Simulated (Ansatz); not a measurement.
## A small benchmark: atomisation enthalpy at 298 K

10 molecules with two or more fluorines; the atomisation enthalpy at 298 K in kJ/mol, computed less measured. Shapes, held fixed at every level: PBE0-D4/def2-TZVP. Flexible molecules stand in one conformer, not always the lowest. Thermal terms are harmonic and unscaled (PBE0-D4/def2-TZVP); the spin-orbit lowering of the free atoms is taken from their spectra. Programs: Ansatz 0.2.0. Measured values: Active Thermochemical Tables, CRC Handbook of Chemistry and Physics, NIST-JANAF tables.

Levels: A = MP2/def2-SVP; B = CCSDT/STO-3G; C = CCSD(T)/def2-SVP; D = CCSD(T)/def2-TZVPP; E = CCSD/def2-TZVPP.

```json
{"molecule": "AsF3 (arsenic trifluoride)", "from tabulated heats": "1326", "A": "-88", "B": "-617", "C": "-167", "D": "-42", "E": "-83"}
{"molecule": "BClF2 (SMILES FB(F)Cl)", "from tabulated heats": "1736", "A": "+24", "B": "-196", "C": "-70", "D": "-47", "E": "-80"}
{"molecule": "BHF2 (SMILES FBF)", "from tabulated heats": "1681", "A": "+5", "B": "-118", "C": "-65", "D": "-40", "E": "-63"}
{"molecule": "BF3 (boron trifluoride)", "from tabulated heats": "1944", "A": "+32", "B": "-314", "C": "-77", "D": "-52", "E": "-83"}
{"molecule": "SOF2 (SMILES O=S(F)F)", "from tabulated heats": "1229", "A": "-143", "B": "-1023", "C": "-238", "D": "-40", "E": "-96"}
{"molecule": "S2F2 (Difluorodisulfane)", "from tabulated heats": "1049", "A": "-211", "B": "-516", "C": "-266", "D": "-106", "E": "-159"}
{"molecule": "NF3 (nitrogen trifluoride)", "from tabulated heats": "843", "A": "-80", "B": "-292", "C": "-137", "D": "-62", "E": "-119"}
{"molecule": "PF3 (phosphorus trifluoride)", "from tabulated heats": "1513", "A": "-157", "B": "-760", "C": "-237", "D": "-80", "E": "-116"}
{"molecule": "CH2F2 (difluoromethane)", "from tabulated heats": "1763", "A": "-51", "B": "-232", "C": "-95", "D": "-48", "E": "-78"}
{"molecule": "CHF3 (trifluoromethane)", "from tabulated heats": "1869", "A": "-17", "B": "-416", "C": "-96", "D": "-54", "E": "-94"}
```

Question: Which level does best on this set, which worst, and which err to one side?

Answer: 
```json
{"level": "MP2/def2-SVP", "kind": "perturbation theory", "mean error": "-68.6", "mean absolute error": "80.8", "worst case": "S2F2"}
{"level": "CCSDT/STO-3G", "kind": "coupled cluster or CI", "mean error": "-448.4", "mean absolute error": "448.4", "worst case": "SOF2"}
{"level": "CCSD(T)/def2-SVP", "kind": "coupled cluster or CI", "mean error": "-144.8", "mean absolute error": "144.8", "worst case": "S2F2"}
{"level": "CCSD(T)/def2-TZVPP", "kind": "coupled cluster or CI", "mean error": "-57.1", "mean absolute error": "57.1", "worst case": "S2F2"}
{"level": "CCSD/def2-TZVPP", "kind": "coupled cluster or CI", "mean error": "-97.1", "mean absolute error": "97.1", "worst case": "S2F2"}
```

On this set CCSD(T)/def2-TZVPP has the smallest mean absolute error and CCSDT/STO-3G the largest. MP2/def2-SVP is too low in 7 of 10; CCSDT/STO-3G is too low in 10 of 10; CCSD(T)/def2-SVP is too low in 10 of 10; CCSD(T)/def2-TZVPP is too low in 10 of 10; CCSD/def2-TZVPP is too low in 10 of 10. The heats of NF3, PF3 come from older tables and can be uncertain by 10 kJ/mol or more. The tabulated values of AsF3, BClF2, BHF2, BF3, SOF2, S2F2 are in doubt (older tables, estimates, or at odds with other calculations) and kept here. Over the 4 molecules whose values aren't doubted the mean absolute errors are A 76.2; B 425.0; C 141.2; D 61.0; E 101.8. Rows in very small basis sets show the basis more than the method. Correlated wave functions converge slowly with the basis. CCSD also lacks the triples, which bind further. T1 is large for SOF2 (0.022), so single-reference values are less sure there. Relativity is left out for As. Outer-core shells of As are correlated in most correlated rows, in sets that cover them unevenly. The set is small.
